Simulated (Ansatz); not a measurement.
# 2H-CrSTe bilayer (2H stacking) in a perpendicular field, part 3 of 3

What dipole does a perpendicular field induce in the 2H-CrSTe bilayer (2H stacking)? A positive field points along +c.

Ansatz 0.2.0; plane-wave DFT, PBEsol-D3(BJ), Ansatz PAW (the session's first sound run).

So far. Step 7 (Atoms held, field -0.3 V/Å): The dipole is -0.267 e·Å, -0.171 e·Å from its value without field. Step 8 (Response, atoms held): The induced dipole is that of a conductor 11.76 Å thick.

### 9. With spin-orbit coupling, k-mesh 12×12×1

This step: plane-wave DFT, PBE, fully relativistic PAW with spin-orbit coupling (Ansatz 0.2.0).

Heavy atoms split their bands by spin-orbit coupling, so this run uses fully relativistic files and two-component states.

Input file input.yaml:

```yaml
crystal:
  lattice:
    - [3.1877563075, 0.0, 0.0]
    - [-1.5938781538, 2.7606779434, 0.0]
    - [0.0, 0.0, 27.2311133992]
  atoms:
    - { symbol: Te, position: [0.3333333333, 0.6666666667, 0.3305042973] }
    - { symbol: Cr, position: [0.0, 0.0, 0.3970033475] }
    - { symbol: S, position: [0.3333333333, 0.6666666667, 0.4463920499] }
    - { symbol: Te, position: [0.0, 0.0, 0.5531607196] }
    - { symbol: Cr, position: [0.3333333333, 0.6666666667, 0.6202053986] }
    - { symbol: S, position: [0.0, 0.0, 0.6694957027] }
kpoints:
  mp_grid: { grid: [12, 12, 1] }
  band_path: { path: [[0, 0, 0], [0.12, 0, 0]], npoints: 24 }
hamiltonian:
  xc: pbe
  pseudopotentials: { kind: paw_fr }
magnetization:
  noncollinear: true
  spin_orbit: true
scf:
  occupations: { method: fermi_dirac, width: 0.05 }
  convergence: { dr2_threshold: 1.0e-09 }
efield:
  axis: 3
  dipole_correction: true
  ramp_position: 0.97
  ramp_width: 0.06
  amplitude: 0
output:
  write_potential: true
  write_density: true
  volumetric_format: npy
```

Launch:

```bash
> ansatz run input.yaml --threads 4 --pin off --max-ram 6144MiB --backend cpu --events-out ev --progress --plain --runs-dir out
```

Numbers of over 12 decimals in the logs are rounded to 6 here.

Log:

```text
[...]
non-collinear run that drives no moment, with spin-orbit: no starting moment large enough to seed its density (crystal.atoms[].spin), no starting occupations that ask for one, no magnetisation constraint and no magnetic field, so the semilocal B_xc is pinned to zero
Crystal: 6 atoms, lattice volume = 239.644 Å³
Basis set: ecut = 420 eV, 4747 PW (Γ)
Bands: 88, of which v1, the nominal top of the filled ones, is band 72 counted from 1 (71 counted from 0)
Symmetry: 6 space group operations + 6 with time reversal
[...]
k-points: 19 of 144 (time reversal used)
Projection manifold: j_resolved (fully-relativistic pseudo-atomic orbitals)
[...]
SCF iter   1: F=—  HF=-22531.695985 eV  |F-HF|=—  |Δ(HF+E_count)|=         —  Δρ=1.07e-1  dr2=3.22e1  dr2_m=0.00e0 (ungated)  ethr=3.10e-3  |M|=0.00e0 ∫|m|=0.00e0 μB  |m|>n=0.0e0 m-floor=0.0e0 τ_xc=0.0e0  β_m=0.30  p=-0.000 e·Å  D=-1.42e-6 V/Å  ΔV_dip=0.00 eV  dr2_dipole=8.03e-1  V_vac-E_F(+/−)=4.50/4.50 eV  ⟨swp⟩=11.8  Hψ=9621  notcnv=0
[...]
spin=Noncollinear: Resta preconditioning applied to the charge; magnetization (m_x, m_y, m_z) channels mix plain (no charge-response kernel on spin).
SCF iter   2: F=—  HF=-22529.352102 eV  |F-HF|=—  |Δ(HF+E_count)|=    2.34e0  Δρ=9.50e-2  dr2=6.60e1  dr2_m=0.00e0 (ungated)  ethr=3.10e-3  |M|=0.00e0 ∫|m|=0.00e0 μB  |m|>n=0.0e0 m-floor=0.0e0 τ_xc=0.0e0  β_m=0.57  p=-0.107 e·Å  D=-8.09e-2 V/Å  ΔV_dip=2.20 eV  dr2_dipole=9.34e0  V_vac-E_F(+/−)=7.93/5.73 eV  ⟨swp⟩=4.0  Hψ=4483  notcnv=0  defer=48
[...]
spin=Noncollinear: LDOS preconditioning applied to the charge; magnetization (m_x, m_y, m_z) channels mix plain (no charge-response kernel on spin).
SCF iter   3: F=—  HF=-22527.050767 eV  |F-HF|=—  |Δ(HF+E_count)|=    2.30e0  Δρ=2.20e-2  dr2=2.59e0  dr2_m=0.00e0 (ungated)  ethr=3.10e-3  |M|=0.00e0 ∫|m|=0.00e0 μB  |m|>n=0.0e0 m-floor=0.0e0 τ_xc=0.0e0  β_m=0.61  p=-0.053 e·Å  D=-4.01e-2 V/Å  ΔV_dip=1.09 eV  dr2_dipole=5.41e-1  V_vac-E_F(+/−)=5.30/4.21 eV  ⟨swp⟩=4.6  Hψ=4219  notcnv=0  defer=82
[...]
SCF iter  17: F=-22526.784816 eV  HF=-22526.784816 eV  |F-HF|=2.00e-10  |Δ(HF+E_count)|=  6.15e-10  Δρ=2.22e-7  dr2=3.00e-10  dr2_m=0.00e0 (ungated)  ethr=1.39e-12  |M|=0.00e0 ∫|m|=0.00e0 μB  |m|>n=0.0e0 m-floor=0.0e0 τ_xc=0.0e0  p=-0.098 e·Å  D=-7.43e-2 V/Å  ΔV_dip=2.02 eV  dr2_dipole=9.05e-15  V_vac-E_F(+/−)=5.68/3.66 eV  ⟨swp⟩=12.0  Hψ=5488  notcnv=0
SCF 1 converged in 17 iterations: F = -22526.784816 eV  dr2 = 3.00e-10
[...]
SCF converged after 17 iterations
Magnetization: |M| = 0.0000 μB,  M = (+0.0000, +0.0000, +0.0000) μB
Absolute magnetization: 0.0000 μB (∫|m|)
  site 0: m = (+0.0000, +0.0000, +0.0000) μB, |m| = 0.0000 μB  (R = 1.07 Å)
  site 1: m = (+0.0000, +0.0000, +0.0000) μB, |m| = 0.0000 μB  (R = 0.94 Å)
  site 2: m = (+0.0000, +0.0000, +0.0000) μB, |m| = 0.0000 μB  (R = 0.94 Å)
  site 3: m = (+0.0000, +0.0000, +0.0000) μB, |m| = 0.0000 μB  (R = 1.07 Å)
  site 4: m = (+0.0000, +0.0000, +0.0000) μB, |m| = 0.0000 μB  (R = 0.94 Å)
  site 5: m = (+0.0000, +0.0000, +0.0000) μB, |m| = 0.0000 μB  (R = 0.94 Å)
Free energy (F): -22526.784816 eV
[...]
Internal energy: -22526.766690 eV  (E = F + TS)
E sigma→0 (E₀):  -22526.775753 eV
Entropy (-TS):   -0.018125 eV (-3.021 meV/atom)
Fermi energy:    3.309350 eV
Dipole field:    D = -0.074295 V/Å  (p = -0.098393 e·Å, saw-weighted, corrected)
Work function:   Φ+ = 5.6788 eV   Φ− = 3.6557 eV
[...]
--- Band table (eV; the first three rows and the last of 19) ---
  k-point 0: bands = [... 68 lower, 3.2475, 3.2475, 3.3462, 3.3462, 5.1613, 5.1613, 5.2021, 5.2021, ... 12 higher]
  k-point 1: bands = [... 68 lower, 3.1669, 3.1850, 3.2968, 3.3153, 4.9973, 5.0148, 5.1479, 5.1563, ... 12 higher]
  k-point 2: bands = [... 68 lower, 2.7742, 2.7834, 3.1443, 3.1680, 4.4801, 4.4955, 4.8461, 4.8604, ... 12 higher]
  k-point 18: bands = [... 68 lower, 2.3269, 2.4238, 2.8013, 2.8938, 3.2693, 3.2892, 3.7373, 3.7570, ... 12 higher]
```

It took 57 s on 4 threads of Intel Xeon Platinum 8488C (Sapphire Rapids), shared host; peak memory 2.3 GiB.

This step gave:

```yaml
energy_at_zero_smearing: -22526.7758 eV
work_function_upper_face: 5.679 eV
work_function_lower_face: 3.656 eV
dipole_along_the_normal: -0.09839 e·Å
step_between_the_vacuum_levels: 2.023 eV
```

The electronic bands at the labelled points (eV, zero at the Fermi level):

| point | band 67 | band 68 | band 69 | band 70 | band 71 | band 72 | band 73 | band 74 |
| --- | --- | --- | --- | --- | --- | --- | --- | --- |
| Γ | -0.80 | -0.80 | -0.06 | -0.06 | 0.04 | 0.04 | 1.85 | 1.85 |
| halfway | -0.85 | -0.85 | -0.09 | -0.08 | 0.01 | 0.02 | 1.76 | 1.77 |
| end | -0.95 | -0.93 | -0.28 | -0.26 | -0.05 | -0.03 | 1.57 | 1.60 |

The work function of the upper face is 5.68 eV.

### 10. Spin splitting near the zone centre, field 0

This step: plane-wave DFT, PBE, fully relativistic PAW with spin-orbit coupling; spin splitting near the zone centre (Ansatz 0.2.0).

Levels that meet at the zone centre are followed outwards; a split that grows in proportion to k gives the Rashba parameter as ΔE/2k.

This step gave:

```
largest split over 2k that stays linear in k : 0.08641 eV Å
```

Groups of levels that meet at the zone centre and whose split, tested at two k, grows in proportion to k or stays under 1 meV; groups that fail this test are left out. Spin splitting, by row:

| level at the first point (eV from the Fermi level) | states | split at k = 0.034 1/A (eV) | split over 2k (eV Å) |
| --- | --- | --- | --- |
| -1.388 | 2 | 0.0058 | 0.08495 |
| -1.303 | 2 | 1.00e-4 | 0 |
| -0.89 | 2 | 0.0059 | 0.08641 |
| -0.8041 | 2 | 1.00e-4 | 0 |

### 11. With spin-orbit coupling, k-mesh 12×12×1, field 0.3 V/Å

This step: plane-wave DFT, PBE, fully relativistic PAW with spin-orbit coupling (Ansatz 0.2.0).

The same in a field along the normal.

input.yaml: that of step 9 with these lines changed.

```diff
@@ -29,3 +29,3 @@
   ramp_width: 0.06
-  amplitude: 0
+  amplitude: 0.3
 output:
```

Log:

```text
[...]
Crystal: 6 atoms, lattice volume = 239.644 Å³
Basis set: ecut = 420 eV, 4747 PW (Γ)
Bands: 88, of which v1, the nominal top of the filled ones, is band 72 counted from 1 (71 counted from 0)
Symmetry: 6 space group operations + 6 with time reversal
[...]
k-points: 19 of 144 (time reversal used)
[...]
k-point 0: bands = [... 68 lower, 3.2264, 3.2264, 3.3338, 3.3338, 5.1294, 5.1294, 5.1703, 5.1703, ... 12 higher]
  k-point 1: bands = [... 68 lower, 3.1368, 3.1548, 3.2904, 3.3090, 4.9652, 4.9826, 5.1160, 5.1245, ... 12 higher]
  k-point 2: bands = [... 68 lower, 2.7429, 2.7519, 3.1326, 3.1566, 4.4345, 4.4429, 4.8124, 4.8263, ... 12 higher]
  k-point 18: bands = [... 68 lower, 2.2905, 2.3870, 2.7732, 2.8658, 3.2376, 3.2574, 3.7063, 3.7260, ... 12 higher]
[key lines of the parts left out:]
SCF converged after 16 iterations
Magnetization: |M| = 0.0000 μB,  M = (+0.0000, +0.0000, +0.0000) μB
Free energy (F): -22526.781063 eV
Fermi energy:    3.284439 eV
Dipole field:    D = 0.055472 V/Å  (p = 0.073465 e·Å, saw-weighted, corrected)
```

Elapsed: 57 s, on 4 threads; peak memory 2.3 GiB.

This step gave:

* energy at zero smearing: -22526.7711 eV
* dipole along the normal: 0.07346 e·Å

The dipole is 0.0735 e·Å.

### 12. Spin splitting near the zone centre, field 0.3 V/Å

This step: plane-wave DFT, PBE, fully relativistic PAW with spin-orbit coupling; spin splitting near the zone centre (Ansatz 0.2.0).

This step gave:

* largest split over 2k that stays linear in k: 0.08495 eV Å

### 13. Varying the input

This step: plane-wave DFT, PBEsol-D3(BJ), Ansatz PAW (Ansatz 0.2.0).

An input spoilt on purpose, to show how the run answers: it repeats the earlier run at 0.1 V/Å with efield.ramp_position from 0.97 to 0.475, and scf.max_iter set to 75.

input.yaml, the sections that differ from step 11:

```yaml
kpoints:
  mp_grid: { grid: [18, 18, 1] }
  band_path:
    path: [[0, 0, 0], [0.5, 0, 0], [0.33333333, 0.33333333, 0], [0, 0, 0]]
    npoints: 16
hamiltonian:
  xc: pbesol
  dispersion: d3bj
scf:
  occupations: { method: fermi_dirac, width: 0.05 }
  convergence: { dr2_threshold: 1.0e-10 }
  max_iter: 75
efield:
  axis: 3
  dipole_correction: true
  ramp_position: 0.475
  ramp_width: 0.06
  amplitude: 0.1
# crystal, output: as in step 11
# magnetization: removed
```

Log:

```text
[...]
Crystal: 6 atoms, lattice volume = 239.644 Å³
Basis set: ecut = 420 eV, 4747 PW (Γ)
Bands: 44, of which v1, the nominal top of the filled ones, is band 36 counted from 1 (35 counted from 0)
Symmetry: 6 space group operations
[...]
k-points: 37 of 324 (time reversal used)
[...]
SCF iter   1: F=—  HF=-22275.854777 eV  |F-HF|=—  |Δ(HF+E_count)|=         —  Δρ=1.12e-1  dr2=3.61e1  ethr=3.10e-3  p=-0.847 e·Å  D=-6.39e-1 V/Å  ΔV_dip=17.41 eV  dr2_dipole=1.94e1  V_vac-E_F(+/−)=-7.87/-5.75 eV  ⟨swp⟩=14.3  Hψ=8771  notcnv=0
[...]
SCF iter  16: F=-22270.680123 eV  HF=-22270.680123 eV  |F-HF|=1.06e-10  |Δ(HF+E_count)|=  3.38e-10  Δρ=1.39e-7  dr2=6.50e-11  ethr=1.00e-12  p=-0.902 e·Å  D=-6.81e-1 V/Å  ΔV_dip=18.54 eV  dr2_dipole=4.76e-11  V_vac-E_F(+/−)=-5.86/-4.97 eV  ⟨swp⟩=5.1  Hψ=5827  notcnv=0
WARN: efield: at this solve's end the planar-averaged density reaches 1.74e0 e/Å³ inside the ramp window [0.4383, 0.5717] (bound 1e-5 e/Å³); the window's nearer edge stands 0.00 Å from this solve's nearest atom along the axis. Its free energy, forces, stress, dipole, levels and responses can be off, and this figure does not tell by how much. The cell may have no vacuum along `efield.axis`. A short vacuum, a low `basis.ecutwfc` or `basis.ecutrho_ratio` and negative occupations (`scf.occupations.method`) can put density there. See the manual's quickstart, § The vacuum guard
SCF 1 converged in 16 iterations: F = -22270.680123 eV  dr2 = 6.50e-11
[...]
SCF converged after 16 iterations
Free energy (F): -22270.680123 eV
[...]
Internal energy: -22270.655329 eV  (E = F + TS)
E sigma→0 (E₀):  -22270.667726 eV
Entropy (-TS):   -0.024794 eV (-4.132 meV/atom)
Fermi energy:    3.218577 eV
Dipole field:    D = -0.680794 V/Å  (p = -0.901613 e·Å, saw-weighted, corrected)
Work function:   not extracted (applied field tilts the vacuum); planar V_es + V_field profile in the machine report
[...]
Vacuum region:   at the solve's end the planar-averaged density reaches 1.74e0 e/Å³ inside the ramp window [0.4383, 0.5717] (bound 1e-5 e/Å³)
[...]
--- Band table (eV; the first three rows and the last of 37) ---
  k-point 0: bands = [... 32 lower, 2.2409, 2.2409, 2.7936, 3.7479, 5.2725, 5.2725, 5.7877, 5.7877, ... 4 higher]
  k-point 1: bands = [... 32 lower, 2.1840, 2.2110, 2.7882, 3.7145, 5.1418, 5.2619, 5.4810, 5.6983, ... 4 higher]
  k-point 2: bands = [... 32 lower, 1.9935, 2.1368, 2.7437, 3.5663, 4.6670, 4.9375, 5.1454, 5.5159, ... 4 higher]
  k-point 36: bands = [... 32 lower, 0.9334, 1.5366, 2.1062, 2.6566, 3.1890, 3.5094, 3.8095, 4.4180, ... 4 higher]
```

Run time: 14 s. Hardware: 4 threads; peak memory 0.85 GiB; 55 s of CPU time.

| quantity | this run | earlier run | difference |
| --- | --- | --- | --- |
| dipole along the normal (e·Å) | -0.9016 | -0.03795 | -0.86 |

It moves by -0.864 e·Å.

With the ramp this near the atoms the program warns of density in it; these numbers are not the system's.

### 14. Varying the input: efield.amplitude = 0.05

Another changed input: it repeats the earlier run at 0.1 V/Å with efield.amplitude from 0.1 to 0.05.

input.yaml: that of step 13 with these lines changed.

```diff
@@ -23,3 +23,2 @@
   convergence: { dr2_threshold: 1.0e-10 }
-  max_iter: 75
 efield:
@@ -27,5 +26,5 @@
   dipole_correction: true
-  ramp_position: 0.475
+  ramp_position: 0.97
   ramp_width: 0.06
-  amplitude: 0.1
+  amplitude: 0.05
 output:
```

Log:

```text
[...]
Crystal: 6 atoms, lattice volume = 239.644 Å³
Basis set: ecut = 420 eV, 4747 PW (Γ)
Bands: 44, of which v1, the nominal top of the filled ones, is band 36 counted from 1 (35 counted from 0)
Symmetry: 6 space group operations
[...]
k-points: 37 of 324 (time reversal used)
[...]
SCF iter   1: F=—  HF=-22280.513928 eV  |F-HF|=—  |Δ(HF+E_count)|=         —  Δρ=1.10e-1  dr2=3.33e1  ethr=3.10e-3  p=0.029 e·Å  D=2.17e-2 V/Å  ΔV_dip=-0.59 eV  dr2_dipole=7.36e-1  V_vac-E_F(+/−)=4.89/4.24 eV  ⟨swp⟩=13.6  Hψ=8518  notcnv=0
[...]
SCF iter  18: F=-22275.323358 eV  HF=-22275.323358 eV  |F-HF|=0.00e0  |Δ(HF+E_count)|=  4.73e-11  Δρ=6.43e-8  dr2=9.63e-12  ethr=1.00e-12  p=-0.067 e·Å  D=-5.03e-2 V/Å  ΔV_dip=1.37 eV  dr2_dipole=1.26e-12  V_vac-E_F(+/−)=6.03/3.42 eV  ⟨swp⟩=4.8  Hψ=4563  notcnv=0
SCF 1 converged in 18 iterations: F = -22275.323358 eV  dr2 = 9.63e-12
[...]
SCF converged after 18 iterations
Free energy (F): -22275.323358 eV
[...]
Internal energy: -22275.304637 eV  (E = F + TS)
E sigma→0 (E₀):  -22275.313998 eV
Entropy (-TS):   -0.018720 eV (-3.120 meV/atom)
Fermi energy:    3.213225 eV
Dipole field:    D = -0.050261 V/Å  (p = -0.066564 e·Å, saw-weighted, corrected)
Work function:   not extracted (applied field tilts the vacuum); planar V_es + V_field profile in the machine report
[...]
--- Band table (eV; the first three rows and the last of 37) ---
  k-point 0: bands = [... 32 lower, 2.3598, 2.3598, 3.1690, 3.2479, 5.1115, 5.1115, 5.7279, 5.7279, ... 4 higher]
  k-point 1: bands = [... 32 lower, 2.2961, 2.3321, 3.1499, 3.2252, 5.0185, 5.0995, 5.6081, 5.7173, ... 4 higher]
  k-point 2: bands = [... 32 lower, 2.1065, 2.2650, 2.9981, 3.1846, 4.8410, 5.0413, 5.3498, 5.4137, ... 4 higher]
  k-point 36: bands = [... 32 lower, 0.8742, 1.5047, 2.2663, 2.7284, 3.1811, 3.6362, 3.8957, 4.3948, ... 4 higher]
```

Elapsed: 14 s, on 4 threads; peak memory 0.85 GiB.

Numbers from this step:

| Quantity | Value |
| --- | --- |
| energy at zero smearing | -22275.3140 eV |
| dipole along the normal | -0.06656 e·Å |

Electronic bands along the path, in eV, zero at the Fermi level:

| point | band 33 | band 34 | band 35 | band 36 | band 37 | band 38 | band 39 | band 40 |
| --- | --- | --- | --- | --- | --- | --- | --- | --- |
| Γ | -0.85 | -0.85 | -0.04 | 0.03 | 1.90 | 1.90 | 2.51 | 2.51 |
| halfway | -1.53 | -1.05 | -1.01 | -0.51 | 0.41 | 0.97 | 1.23 | 1.57 |
| M | -1.42 | -1.21 | -0.82 | -0.64 | 0.31 | 0.39 | 0.81 | 0.93 |
| halfway | -2.36 | -1.79 | -0.96 | -0.46 | 0.16 | 0.57 | 0.71 | 1.06 |
| K | -2.34 | -1.71 | -0.95 | -0.48 | -0.03 | 0.42 | 0.68 | 1.18 |
| halfway | -1.77 | -1.55 | -0.99 | -0.43 | 0.24 | 0.66 | 0.75 | 1.25 |
| Γ | -0.85 | -0.85 | -0.04 | 0.03 | 1.90 | 1.90 | 2.51 | 2.51 |

```csv
quantity,this run,earlier run,difference
dipole along the normal (e·Å),-0.06656,-0.03795,-0.029
```

The applied field differs, and the slope found earlier predicts a dipole of -0.0665 e·Å; this run gives -0.0666 e·Å, in line with it.

### 15. What came out

```
gap without field                                       : none
work function, upper face                               : 5.72 eV
step between the vacuum levels                          : 1.96 eV
equivalent conductor thickness, atoms held              : 11.8 Å
largest split over 2k that stays linear in k at 0 V/Å   : 0.0864 eV Å
largest split over 2k that stays linear in k at 0.3 V/Å : 0.0849 eV Å
```

**Reading.** The induced dipole equals that of a perfect conductor 11.76 Å thick, while the outer atoms lie 9.23 Å apart. The two faces differ: the vacuum level above lies 1.96 eV higher than the one below. There is no gap over 0.03 eV, with or without the field. The main runs have no spin polarisation; a magnetic state could lie lower and would change these results. The field series itself is without spin-orbit coupling. With this functional, D3(BJ) tends to leave the relaxed cell short of measured lattice constants, by some per cent.

[Logs are printed without paths, hosts, clocks, repeated set-up lines and the standing remarks that a program may print on its own settings, such as how far it seeks lower states.]

[Hosts, paths, dates, database ids (printed as entryN), source tags and the programs' standing remarks are cut or masked in the printed files.]

[Maps of the electrostatic potential energy from Ansatz leave out the sawtooth potential of an applied field or a dipole correction, so their vacuum need not be flat; planar profiles and work functions include it.]
